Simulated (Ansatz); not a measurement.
# Pt(110) / 3 layers Al(110) / Pt(110): resistance against film thickness, part 2 of 3

How does the resistance across the layers grow with the film in Pt(110) / 3 layers Al(110) / Pt(110)?

Ansatz 0.2.0; Ansatz plane-wave DFT, LDA, PAW files; ballistic transport by layer matching (Landauer), zero bias; PAW set soft_1.

So far. Step 2 (With 3 layers): The lead's potential steps by 6.9 meV from period to period, small in itself. The program estimates the junction's conductance to 5.3 % from the k-mesh, 0 % from the leads' distance from neutral and 6.1 % from their steps.

### Step 3. With 5 layers, k-mesh 13×10×1, film layers 5

The stack now holds 5 film layers; the k-mesh follows the cell, and the energies span -0.27 to 0.27 eV.

System of this step: Pt(110) / 5 layers Al(110) / Pt(110). The cell holds 18 atoms: 13 Pt and 5 Al. Cell: a = 2.773 Å, b = 3.922 Å, c = 25.649 Å, α = 90.0°, β = 90.0°, γ = 90.0°. It derives from Pt and Al. Regions: lead, 13 atoms (13 Pt); films, 5 atoms (5 Al). The structure is stacked along c, and the current runs across the ab planes.

Input file input.yaml:

```yaml
crystal:
  lattice:
    - [2.7731313745, 0.0, 0.0]
    - [0.0, 3.9218, 0.0]
    - [0.0, 0.0, 25.649057166]
  atoms:
    - { symbol: Pt, position: [0.0, 0.0, 0.0270295644] }
    - { symbol: Pt, position: [0.5, 0.5, 0.0810886933] }
    - { symbol: Pt, position: [0.0, 0.0, 0.1351478222] }
    - { symbol: Pt, position: [0.5, 0.5, 0.1892069511] }
    - { symbol: Pt, position: [0.0, 0.0, 0.24326608] }
    - { symbol: Pt, position: [0.5, 0.5, 0.2973252089] }
    - { symbol: Al, position: [0.0, 0.0, 0.3540779058] }
    - { symbol: Al, position: [0.5, 0.5, 0.4135241707] }
    - { symbol: Al, position: [0.0, 0.0, 0.4729704356] }
    - { symbol: Al, position: [0.5, 0.5, 0.5324167004] }
    - { symbol: Al, position: [0.0, 0.0, 0.5918629653] }
    - { symbol: Pt, position: [0.5, 0.5, 0.6486156622] }
    - { symbol: Pt, position: [0.0, 0.0, 0.7026747911] }
    - { symbol: Pt, position: [0.5, 0.5, 0.75673392] }
    - { symbol: Pt, position: [0.0, 0.0, 0.8107930489] }
    - { symbol: Pt, position: [0.5, 0.5, 0.8648521778] }
    - { symbol: Pt, position: [0.0, 0.0, 0.9189113067] }
    - { symbol: Pt, position: [0.5, 0.5, 0.9729704356] }
kpoints:
  mp_grid: { grid: [13, 10, 1] }
hamiltonian:
  xc: lda
  pseudopotentials: { kind: paw, azcp: { folder: soft_1 }, xc_functional: pbe }
scf:
  occupations: { method: fermi_dirac, width: 0.1 }
output:
  transmission:
    leads: [[0, 1]]
    kmesh: [26, 18]
    e_range: [-0.27, 0.27]
    de: 0.036
  write_potential: true
  write_density: true
  volumetric_format: npy
```

Command:

```console
$ ansatz run input.yaml --threads 4 --pin off --max-ram 8192MiB --backend cpu --events-out ev --progress --plain --runs-dir out
```

Numbers of over 12 decimals in the logs are rounded to 6 here.

What it wrote:

```text
[...]
Crystal: 18 atoms, lattice volume = 278.951 Å³
Basis set: ecut = 420 eV, 5453 PW (Γ)
Bands: 150, of which v1, the nominal top of the filled ones, is band 125 counted from 1 (124 counted from 0)
Symmetry: 8 space group operations
[...]
k-points: 42 of 130
[...]
--- Transmission ---
  basis      : 93 plane waves across, 46 finite elements along
  points     : 140, standing for a mesh of 26 x 18
[...]
filled         : 8.8 meV over the level at which it is neutral
    channels       : 2.918803e0 a spin
[...]
slowest decay  : 0.0262 /Å at (0.3462, 0.5000)
  junction   : crystal 0 to crystal 0, -0.00 to 22.88 Å
    transmission   : 8.578453e-1 a spin
[...]
resistance     : 1.1309e-3 Ω µm² beyond half of each lead's own
[key lines of the parts left out:]
SCF converged after 10 iterations
Free energy (F): -161768.290482 eV
Fermi energy:    18.463025 eV
```

The job ended after 10 min (4 threads of Intel Xeon Platinum 8259CL at 2.50GHz (Skylake/Cascade Lake), shared host; peak memory 1.8 GiB).

This step gave:

```yaml
free_energy: -161768.2905 eV
energy_at_zero_smearing: -161767.9545 eV
fermi_energy: 18.46 eV
step_of_the_lead_s_potential: 5.7 meV
ballistic_conductance_of_the_lead: 2.13e15 S/m²
estimated_errors_of_the_lead_s_conductance: 0, 4.1, 1.1 % (band edges, k-mesh, distance from neutral)
lead_conductance_per_cell: 2.983 G₀
conductance_of_the_junction: 6.25e14 S/m²
junction_conductance_per_cell: 0.8767 G₀
estimated_errors_of_the_junction_s_conductance: 0.3, 1.4, 6.3, 3.6, 0.5 % (energy step, band edges, k-mesh, leads' steps, distance from neutral)
area_resistance_that_the_stack_adds_contact_term_taken_off_spin_by_spin: 1.131 fΩ m²
```

Per spin. The transmission, zone mean by energy, zero at the Fermi level:

```csv
energy (eV),"transmission, zone mean"
-0.270,0.893
-0.234,0.912
-0.198,0.934
-0.162,0.916
-0.126,0.912
-0.090,0.914
-0.054,0.905
-0.018,0.888
0.018,0.858
0.054,0.861
0.090,0.835
0.126,0.807
0.162,0.804
0.198,0.779
0.234,0.770
0.270,0.765
```

The conductance of the junction is 6.2e14 S/m², 8.9 % under the 6.9e14 S/m² of the last finished run, no more than the error estimates, leads' steps apart, of 5.3 and 6.3 % together.

### Step 4. With 6 layers, k-mesh 13×10×1, film layers 6

The stack now holds 6 film layers; the k-mesh follows the cell, and the energies span -0.27 to 0.27 eV.

System of this step: Pt(110) / 6 layers Al(110) / Pt(110). The cell holds 18 atoms: 12 Pt and 6 Al. Its edges and angles: a = 2.773 Å, b = 3.922 Å, c = 25.787 Å, α = 90.0°, β = 90.0°, γ = 90.0°. It derives from Pt and Al. Regions: lead, 12 atoms (12 Pt); films, 6 atoms (6 Al). The structure is stacked along c, and the current runs across the ab planes.

input.yaml, the sections that differ from step 3:

```yaml
crystal:
  lattice:
    - [2.7731313745, 0.0, 0.0]
    - [0.0, 3.9218, 0.0]
    - [0.0, 0.0, 25.7872321252]
  atoms:
    - { symbol: Pt, position: [0.0, 0.0, 0.0268847327] }
    - { symbol: Pt, position: [0.5, 0.5, 0.0806541982] }
    - { symbol: Pt, position: [0.0, 0.0, 0.1344236637] }
    - { symbol: Pt, position: [0.5, 0.5, 0.1881931291] }
    - { symbol: Pt, position: [0.0, 0.0, 0.2419625946] }
    - { symbol: Pt, position: [0.5, 0.5, 0.2957320601] }
    - { symbol: Al, position: [0.0, 0.0, 0.3521806607] }
    - { symbol: Al, position: [0.5, 0.5, 0.4113083964] }
    - { symbol: Al, position: [0.0, 0.0, 0.4704361321] }
    - { symbol: Al, position: [0.5, 0.5, 0.5295638679] }
    - { symbol: Al, position: [0.0, 0.0, 0.5886916036] }
    - { symbol: Al, position: [0.5, 0.5, 0.6478193393] }
    - { symbol: Pt, position: [0.0, 0.0, 0.7042679399] }
    - { symbol: Pt, position: [0.5, 0.5, 0.7580374054] }
    - { symbol: Pt, position: [0.0, 0.0, 0.8118068709] }
    - { symbol: Pt, position: [0.5, 0.5, 0.8655763363] }
    - { symbol: Pt, position: [0.0, 0.0, 0.9193458018] }
    - { symbol: Pt, position: [0.5, 0.5, 0.9731152673] }
# kpoints, hamiltonian, scf, output: as in step 3
```

What it wrote:

```text
[...]
Crystal: 18 atoms, lattice volume = 280.453 Å³
Basis set: ecut = 420 eV, 5483 PW (Γ)
Bands: 141, of which v1, the nominal top of the filled ones, is band 117 counted from 1 (116 counted from 0)
Symmetry: 8 space group operations
[...]
k-points: 42 of 130
[...]
--- Transmission ---
  basis      : 93 plane waves across, 43 finite elements along
  points     : 140, standing for a mesh of 26 x 18
[...]
filled         : 8.8 meV over the level at which it is neutral
    channels       : 2.918803e0 a spin
[...]
slowest decay  : 0.0262 /Å at (0.3462, 0.5000)
  junction   : crystal 0 to crystal 0, -0.00 to 23.01 Å
    transmission   : 8.453969e-1 a spin
[...]
resistance     : 1.1729e-3 Ω µm² beyond half of each lead's own
[key lines of the parts left out:]
SCF converged after 10 iterations
Free energy (F): -150034.744648 eV
Fermi energy:    17.596594 eV
```

The job ended after 11 min (4 threads; peak memory 1.8 GiB).

Numbers from this step:

```
free energy                                                                : -150034.7446 eV
energy at zero smearing                                                    : -150034.4188 eV
Fermi energy                                                               : 17.60 eV
step of the lead's potential                                               : 5 meV
ballistic conductance of the lead                                          : 2.12e15 S/m²
lead conductance per cell                                                  : 2.982 G₀
conductance of the junction                                                : 6.08e14 S/m²
junction conductance per cell                                              : 0.8540 G₀
estimated errors of the junction's conductance                             : 0, 1.7, 6.7, 28.5, 0.3 % (energy step, band edges, k-mesh, leads' steps, distance from neutral)
area resistance that the stack adds (contact term taken off, spin by spin) : 1.173 fΩ m²
```

Per spin. The transmission, zone mean by energy, zero at the Fermi level:

```csv
energy (eV),"transmission, zone mean"
-0.270,0.836
-0.234,0.872
-0.198,0.908
-0.162,0.940
-0.126,0.912
-0.090,0.909
-0.054,0.858
-0.018,0.855
0.018,0.845
0.054,0.837
0.090,0.837
0.126,0.819
0.162,0.790
0.198,0.757
0.234,0.758
0.270,0.742
```

The conductance of the junction is 6.1e14 S/m², 2.6 % under the 6.2e14 S/m² of the last finished run, within the error estimates, leads' steps apart, of 6.3 and 6.7 %. The estimate from the leads' steps, 28 %, is larger still.

### Step 5. With 8 layers, k-mesh 13×10×1, film layers 8

The stack now holds 8 film layers; the k-mesh follows the cell, and the energies span -0.27 to 0.27 eV.

System of this step: Pt(110) / 8 layers Al(110) / Pt(110). The cell holds 20 atoms: 12 Pt and 8 Al. Its edges and angles: a = 2.773 Å, b = 3.922 Å, c = 28.837 Å, α = 90.0°, β = 90.0°, γ = 90.0°. It derives from Pt and Al. Regions: lead, 12 atoms (12 Pt); films, 8 atoms (8 Al). The structure is stacked along c, and the current runs across the ab planes.

input.yaml, the sections that differ from step 4:

```yaml
crystal:
  lattice:
    - [2.7731313745, 0.0, 0.0]
    - [0.0, 3.9218, 0.0]
    - [0.0, 0.0, 28.836713418]
  atoms:
    - { symbol: Pt, position: [0.0, 0.0, 0.0240416733] }
    - { symbol: Pt, position: [0.5, 0.5, 0.07212502] }
    - { symbol: Pt, position: [0.0, 0.0, 0.1202083666] }
    - { symbol: Pt, position: [0.5, 0.5, 0.1682917132] }
    - { symbol: Pt, position: [0.0, 0.0, 0.2163750599] }
    - { symbol: Pt, position: [0.5, 0.5, 0.2644584065] }
    - { symbol: Al, position: [0.0, 0.0, 0.3149375699] }
    - { symbol: Al, position: [0.5, 0.5, 0.3678125499] }
    - { symbol: Al, position: [0.0, 0.0, 0.4206875299] }
    - { symbol: Al, position: [0.5, 0.5, 0.47356251] }
    - { symbol: Al, position: [0.0, 0.0, 0.52643749] }
    - { symbol: Al, position: [0.5, 0.5, 0.5793124701] }
    - { symbol: Al, position: [0.0, 0.0, 0.6321874501] }
    - { symbol: Al, position: [0.5, 0.5, 0.6850624301] }
    - { symbol: Pt, position: [0.0, 0.0, 0.7355415935] }
    - { symbol: Pt, position: [0.5, 0.5, 0.7836249401] }
    - { symbol: Pt, position: [0.0, 0.0, 0.8317082868] }
    - { symbol: Pt, position: [0.5, 0.5, 0.8797916334] }
    - { symbol: Pt, position: [0.0, 0.0, 0.92787498] }
    - { symbol: Pt, position: [0.5, 0.5, 0.9759583267] }
# kpoints, hamiltonian, scf, output: as in step 4
```

What it wrote:

```text
[...]
Crystal: 20 atoms, lattice volume = 313.618 Å³
Basis set: ecut = 420 eV, 6125 PW (Γ)
Bands: 144, of which v1, the nominal top of the filled ones, is band 120 counted from 1 (119 counted from 0)
Symmetry: 8 space group operations
[...]
k-points: 42 of 130
[...]
--- Transmission ---
  basis      : 93 plane waves across, 47 finite elements along
  points     : 140, standing for a mesh of 26 x 18
[...]
filled         : 5.6 meV over the level at which it is neutral
    channels       : 2.961538e0 a spin
[...]
slowest decay  : 0.0259 /Å at (0.3462, 0.5000)
  junction   : crystal 0 to crystal 0, -0.00 to 26.06 Å
    transmission   : 8.353902e-1 a spin
[...]
resistance     : 1.1685e-3 Ω µm² beyond half of each lead's own
[key lines of the parts left out:]
SCF converged after 10 iterations
Free energy (F): -151060.502497 eV
Fermi energy:    16.533494 eV
```

Wall time 11 min (4 threads); peak memory 2 GiB; 36 min of CPU time.

Numbers from this step:

| Item | Value |
| --- | --- |
| free energy | -151060.5025 eV |
| energy at zero smearing | -151060.1693 eV |
| Fermi energy | 16.53 eV |
| step of the lead's potential | 2.7 meV |
| ballistic conductance of the lead | 2.14e15 S/m² |
| estimated errors of the lead's conductance | 0.1, 4, 0.7 % (band edges, k-mesh, distance from neutral) |
| lead conductance per cell | 3.000 G₀ |
| conductance of the junction | 6.11e14 S/m² |
| junction conductance per cell | 0.8577 G₀ |
| estimated errors of the junction's conductance | 0.2, 0.4, 8, 3.5, 0.4 % (energy step, band edges, k-mesh, leads' steps, distance from neutral) |
| area resistance that the stack adds (contact term taken off, spin by spin) | 1.169 fΩ m² |

Per spin. Table of transmission, zone mean by energy, zero at the Fermi level:

```csv
energy (eV),"transmission, zone mean"
-0.270,0.976
-0.234,0.970
-0.198,0.971
-0.162,0.950
-0.126,0.912
-0.090,0.917
-0.054,0.892
-0.018,0.875
0.018,0.835
0.054,0.833
0.090,0.787
0.126,0.771
0.162,0.777
0.198,0.774
0.234,0.752
0.270,0.745
```

The conductance of the junction is 6.1e14 S/m², 0.43 % over the 6.1e14 S/m² of the last finished run, within the error estimates, leads' steps apart, of 6.7 and 8 %.

### Step 6. The ladder

Times are for 4 threads of Intel Xeon Platinum 8259CL at 2.50GHz (Skylake/Cascade Lake), shared host. The series side by side:

```csv
no.,film layers,"area resistance that the stack adds (contact term taken off, spin by spin) (fΩ m²)",conductance of the junction (S/m²),time,memory (GiB)
1,3,0.9928,6.86e14,18 min,2.3
2,5,1.131,6.25e14,10 min,1.8
3,6,1.173,6.08e14,11 min,1.8
4,8,1.169,6.11e14,11 min,2.0
```

(Continued in part 3 of 3.)

[Logs are printed without paths, hosts, clocks, repeated set-up lines and the standing remarks that a program may print on its own settings, such as how far it seeks lower states.]

[Hosts, paths, dates, database ids (printed as entryN), source tags and the programs' standing remarks are cut or masked in the printed files.]
